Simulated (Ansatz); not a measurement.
**CoPtO2: computed properties**

Method: DFT PBEsol, scalar-relativistic, plane waves, PAW (Ansatz).

Plane waves to 420 eV, a k mesh through Γ of 18×18×18 on the computed 4-atom cell and Gaussian smearing (0.10 eV); no spin polarisation.

The structure is relaxed at this level of theory with its symmetry kept. Whether it is the stable form of this composition wasn't checked.

```xyz
4
Lattice="1.4051 0.8112 5.8989 -1.4051 0.8112 5.8989 0.0000 -1.6225 5.8989" Properties=species:S:1:pos:R:3 pbc="T T T"
Co    0.0000    0.0000    8.8483
Pt    0.0000    0.0000    0.0000
O     0.0000    0.0000   15.7104
O     0.0000    0.0000    1.9862
```

```
Space group                                                       : R-3m (No. 166)
Volume per atom                                                   : 10.09 Å³
Formation energy from the elements' standard states (uncorrected) : -0.909 eV/atom
Kohn–Sham band gap                                                : none (metal)
Density of states at the Fermi level                              : 0.43 states/eV per cell
Löwdin character within 0.5 eV of the Fermi level                 : Pt 5d 40 %, Co 3d 37 %, O 2p 11 %
Bulk modulus                                                      : 260 GPa
Its pressure derivative                                           : 4.8
Bader charges (e)                                                 : Co (1 in the cell) 1.33, Pt (1 in the cell) 0.45, O (2 in the cell) -0.89
```

Spin-orbit coupling is left out, which matters for the bands of heavy elements.

A ferromagnetic start lost its moments in a first run, so spin was left out; other magnetic orders weren't tried.